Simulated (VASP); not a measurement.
Set up this calculation in VASP 6.6.1, as the native input.

- Task: vibrations by finite differences
- Functional: PBE
- Dispersion: D3(BJ)
- Potentials or basis: VASP PAW PBE potentials, release 64 (As, H)
- Cutoff: 400 eV
- k mesh: 1 × 1 × 1
- Occupations: gaussian, width 0.01 eV
- Spin: no spin polarisation
- Further INCAR settings: ALGO = Fast; EDIFF = 1e-07; NBANDS = 12; ISYM = 0; IBRION = 5; POTIM = 0.015; NSW = 1

The structure of AsH3 lies in POSCAR:

```
AsH3                                    
1.0
   12.5572003111      0.0000000000      0.0000000000
    0.0000000000     13.0572003111      0.0000000000
    0.0000000000      0.0000000000     13.5572003111
  As              H             
     1     3
Selective dynamics
Direct
0.5242353622000024  0.5072092103999992  0.4572508723000013  T T T
0.5236881061855518  0.4112131668022903  0.5229823161868220  T T T
0.5482714786471651  0.5754611489579604  0.5469763814981822  T T T
0.4038179221497143  0.5214360344410759  0.4727577925619616  T T T
```

These files were run (other wordings do the same):

INCAR

```
SYSTEM = AsH3
PREC = Accurate
ENCUT = 400
EDIFF = 1E-7
ISMEAR = 0
SIGMA = 0.01
LREAL = .False.
LASPH = .True.
NELM = 80
ALGO = Fast
ISIF = 2
LWAVE = .False.
LCHARG = .False.
GGA = PE
IVDW = 12
NBANDS = 12
IBRION = 5
NFREE = 2
POTIM = 0.015
NSW = 1
ISYM = 0
```

KPOINTS

```
Automatic mesh
0
Gamma
  1 1 1
  0 0 0
```

Potentials or basis: VASP PAW PBE potentials, release 64 (As, H).

Launch:

```sh
$ cat potpaw_PBE.64/As/POTCAR potpaw_PBE.64/H/POTCAR > POTCAR
$ mpirun -np 1 vasp_gam > vasp.out
```

It gave:

```
Highest phonon frequency at Γ, LO-TO splitting left out : 2142 cm⁻¹
Most unstable mode                                      : 55i cm⁻¹
Dispersion energy per atom                              : -0.010 eV
```

Caveat: some modes are imaginary.

Wall time 28 min on 1 thread of Intel(R) Xeon(R) 6975P-C (Granite Rapids), on a shared host, peak memory 1.1 GiB.
